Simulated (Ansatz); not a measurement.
Set up this calculation in Ansatz 0.2.0, as the native input.

```yaml
Task: relaxation of cell and atoms
Functional: PBE
Potentials_or_basis: Ansatz PAW
Cutoff: "420 eV (not typed: the program's choice for these potentials)"
k_mesh: 11 × 11 × 11
Occupations: fermi-dirac, width 0.05 eV
Spin: no spin polarisation
Hubbard_terms: Ti d U = 4 eV
Hubbard_projectors: ortho-atomic (the default)
Double_counting: fll (the default)
```

TiC:

```
Ti C
1.0
     0.00000    2.16572    2.16572
     2.16572    0.00000    2.16572
     2.16572    2.16572    0.00000
Ti C
1 1
Direct
  0.00000 0.00000 0.00000
  0.50000 0.50000 0.50000
```

The cell is a database's computed one.

One way to write it, as run:

input.yaml

```yaml
crystal:
  lattice:
    - [0.0, 2.1657188437, 2.1657188437]
    - [2.1657188437, 0.0, 2.1657188437]
    - [2.1657188437, 2.1657188437, 0.0]
  atoms:
    - { symbol: Ti, position: [0.0, 0.0, 0.0] }
    - { symbol: C, position: [0.5, 0.5, 0.5] }
hamiltonian:
  xc: pbe
  pseudopotentials: { kind: paw }
  hubbard: { sites: [{ species: Ti, l: d, u_eff: 4.0 }] }
kpoints:
  mp_grid: { grid: [11, 11, 11] }
scf:
  occupations: { method: fermi_dirac, width: 0.05 }
output:
  forces: true
  stress: true
  eigenvalues: true
  write_density: true
  write_potential: true
  elf: true
  volumetric_format: npy
relax:
  f_tol: 0.01
  max_steps: 40
  cell: { stress_tol: 0.05 }
```

Potentials or basis: Ansatz PAW.

Run with:

```bash
$ ansatz run input.yaml --threads 2 --pin off --max-ram 5632MiB --backend cpu --events-out ev --progress --plain --runs-dir out
```

It gave:

```json
{"Relaxed volume": "10.45 Å³/atom", "Relaxed cell": "a = 3.092 Å, b = 3.092 Å, c = 3.092 Å, α = 60.00°, β = 60.00°, γ = 60.00°", "Space group after relaxing (to 0.05 Å)": "Fm-3m (No. 225)", "Energy gained by relaxing": "6.2 meV/atom", "Ionic steps": "6", "Pressure after relaxing": "0.0 GPa", "Band gap on the k mesh": "none (metal or under the smearing width)"}
```

Caveat: the plane-wave basis is chosen anew once the cell has moved, so the energies of steps on either side of that aren't comparable; U without spin polarisation on a metal has little footing; the U is typed as a test and isn't derived for this compound.

It took 5 s on 2 threads of Arm Neoverse V2 (shared host), peak memory 0.3 GiB.
